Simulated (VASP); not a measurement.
**A VASP 6.6.1 single-point calculation on CaSe**

INCAR

```
MAXMIX = 5
NSW = 0
PREC = Accurate
ISMEAR = -1
IBRION = -1
LWAVE = .FALSE.
SIGMA = 0.02
METAGGA = MS2
LREAL = .FALSE.
NELM = 120
EDIFF = 1E-7
LCHARG = .FALSE.
NBANDS = 15
ISIF = 2
LASPH = .TRUE.
ENCUT = 520
```

KPOINTS

```
KPOINTS created by Atomic Simulation Environment
0
Gamma
8 8 8
0 0 0
```

POSCAR

```
Ca Se
 1.0000000000000000
     0.0000000000000000    3.0829675417000000    2.9675306013000000
     3.0829675417000000    0.0000000000000000    2.9675306013000000
     3.0829675417000000    3.0829675417000000    0.0000000000000000
 Ca  Se
   1   1
Cartesian
  0.0000000000000000  0.0000000000000000  0.0000000000000000
  3.0829675416999995  3.0829675416999995  2.9675306013000000
```

The recommended PBE PAW datasets give the neutral cell 16 valence electrons.

Command

```
mpirun -np 1 vasp_std
```

OSZICAR

```
N       E                     dE             d eps       ncg     rms          rms(c)
DAV:   1     0.848992745510E+02    0.84899E+02   -0.68761E+03  1770   0.909E+02
DAV:   2    -0.188581553902E+02   -0.10376E+03   -0.98710E+02  2197   0.231E+02
DAV:   3    -0.234196414931E+02   -0.45615E+01   -0.44276E+01  2672   0.442E+01
DAV:   4    -0.235918729435E+02   -0.17223E+00   -0.17202E+00  1895   0.784E+00
DAV:   5    -0.235962477345E+02   -0.43748E-02   -0.43741E-02  2375   0.106E+00    0.426E+00
DAV:   6    -0.161135526152E+02    0.74827E+01   -0.13265E+01  2228   0.231E+01    0.414E+00
DAV:   7    -0.155773536798E+02    0.53620E+00   -0.19139E+00  2440   0.135E+01    0.313E+00
DAV:   8    -0.156182472311E+02   -0.40894E-01   -0.29758E-01  2445   0.549E+00    0.224E+00
DAV:   9    -0.157983104588E+02   -0.18006E+00   -0.34025E-01  2609   0.389E+00    0.123E+00
DAV:  10    -0.157424986591E+02    0.55812E-01   -0.72555E-02  2936   0.163E+00    0.129E+00
DAV:  11    -0.158624919389E+02   -0.11999E+00   -0.16225E-01  2391   0.187E+00    0.116E+00
DAV:  12    -0.159095822857E+02   -0.47090E-01   -0.21116E-02  2712   0.108E+00    0.873E-01
DAV:  13    -0.159692071922E+02   -0.59625E-01   -0.11433E-01  2315   0.226E+00    0.323E-01
DAV:  14    -0.159719320190E+02   -0.27248E-02   -0.92828E-03  2533   0.711E-01    0.975E-02
DAV:  15    -0.159719087131E+02    0.23306E-04   -0.13139E-03  2773   0.265E-01    0.313E-02
DAV:  16    -0.159718212819E+02    0.87431E-04   -0.22295E-05  2106   0.485E-02    0.194E-02
DAV:  17    -0.159716807558E+02    0.14053E-03   -0.52595E-05  2364   0.614E-02    0.630E-03
DAV:  18    -0.159716581451E+02    0.22611E-04   -0.18312E-06  2204   0.133E-02    0.315E-03
DAV:  19    -0.159716592366E+02   -0.10915E-05   -0.68524E-08  1683   0.194E-03    0.825E-04
DAV:  20    -0.159716602555E+02   -0.10190E-05   -0.19360E-08  1095   0.998E-04    0.143E-04
DAV:  21    -0.159716602231E+02    0.32489E-07   -0.68378E-09   976   0.488E-04
   1 F= -.15971660E+02 E0= -.15971660E+02  d E =-.102319E-11
```

From OUTCAR

```
k-points           NKPTS =     59   k-points in BZ     NKDIM =     59   number of bands    NBANDS=     15

   NELECT =      16.0000    total number of electrons

   dimension x,y,z NGX =    32 NGY =   32 NGZ =   32
   dimension x,y,z NGXF=    64 NGYF=   64 NGZF=   64

  energy-cutoff  :      520.00
  volume of cell :       56.41
      direct lattice vectors                 reciprocal lattice vectors
     0.000000000  3.082967542  2.967530601    -0.162181403  0.162181403  0.168490259
     3.082967542  0.000000000  2.967530601     0.162181403 -0.162181403  0.168490259
     3.082967542  3.082967542  0.000000000     0.162181403  0.162181403 -0.168490259

 k-points in reciprocal lattice and weights: KPOINTS created by Atomic Simulation Env
   0.00000000  0.00000000  0.00000000       0.002
   0.12500000 -0.00000000  0.00000000       0.016
   0.25000000 -0.00000000  0.00000000       0.016
   0.37500000  0.00000000  0.00000000       0.016
   0.50000000 -0.00000000  0.00000000       0.008
   0.12500000  0.12500000  0.00000000       0.004
   0.25000000  0.12500000  0.00000000       0.016
   0.37500000  0.12500000  0.00000000       0.016
   ...

 E-fermi :   2.0882

 k-point     1 :       0.0000    0.0000    0.0000
  band No.  band energies     occupation
      1     -40.1923      2.00000
      2     -19.9283      2.00000
      3     -19.9281      2.00000
      4     -19.9169      2.00000
      5     -10.1283      2.00000
      6       1.6309      2.00000
      7       1.6436      2.00000
      8       1.6436      2.00000
      9       5.2458      0.00000
     10       5.8942      0.00000
     11       5.8943      0.00000
     12       6.1200      0.00000
     13       6.4965      0.00000
     14       6.6890      0.00000
     15      11.5235      0.00000

 k-point     2 :       0.1250   -0.0000    0.0000
  band No.  band energies     occupation
      1     -40.1918      2.00000
      2     -19.9368      2.00000
      3     -19.9292      2.00000
      4     -19.9197      2.00000
      5     -10.0508      2.00000
      6       0.9830      2.00000
      7       1.4545      2.00000
      8       1.4576      2.00000
      9       5.6896      0.00000
     10       6.1046      0.00000
     11       6.1763      0.00000
     12       6.3206      0.00000
     13       6.8301      0.00000
     14       7.0594      0.00000
     15      11.6983      0.00000

 k-point     3 :       0.2500   -0.0000    0.0000
  band No.  band energies     occupation
      1     -40.1905      2.00000
      2     -19.9615      2.00000
      3     -19.9317      2.00000
      4     -19.9219      2.00000
      5      -9.8550      2.00000
      6      -0.1283      2.00000
      7       1.0820      2.00000
      8       1.0855      2.00000
      9       5.8570      0.00000
     10       6.6181      0.00000
     11       6.6933      0.00000
     12       7.4547      0.00000
     13       7.6860      0.00000
     14       8.0012      0.00000
     15      11.2187      0.00000

 ...

  Total       -1.3948534     -1.3948534     -0.3897512      0.0000000      0.0000000     -0.0000000
  in kB      -39.6164946    -39.6164946    -11.0696771      0.0000000      0.0000000     -0.0000000
  external PRESSURE =     -30.1008888 kB  Pullay stress =       0.0000000 kB

 POSITION                                       TOTAL-FORCE (eV/Angst)
 -----------------------------------------------------------------------------------
      0.00000      0.00000      0.00000         0.000000     -0.000000     -0.000000
      3.08297      3.08297      2.96753        -0.000000      0.000000      0.000000
 -----------------------------------------------------------------------------------
    total drift:                                0.000000     -0.000000     -0.000000

  FREE ENERGIE OF THE ION-ELECTRON SYSTEM (eV)
  ---------------------------------------------------
  free  energy   TOTEN  =       -15.9716602231 eV

  energy  without entropy=      -15.9716602231  energy(sigma->0) =      -15.97166022
```

It converged. Results: gap between bands v and c on the k mesh 2.66 eV; least direct gap on the k mesh 3.46 eV; pressure -3.0 GPa. Band v is the last that the valence electrons fill when counted band by band, and c is the next.

For comparison, a separate PBE run of the intended cell, on usual settings and not on those above, gives a gap of 2.19 eV on its mesh and a pressure of -2.4 GPa.

The run above took about 2.6 min on one core of a shared host (Intel Xeon Platinum 8488C) and held 0.22 GiB at most.
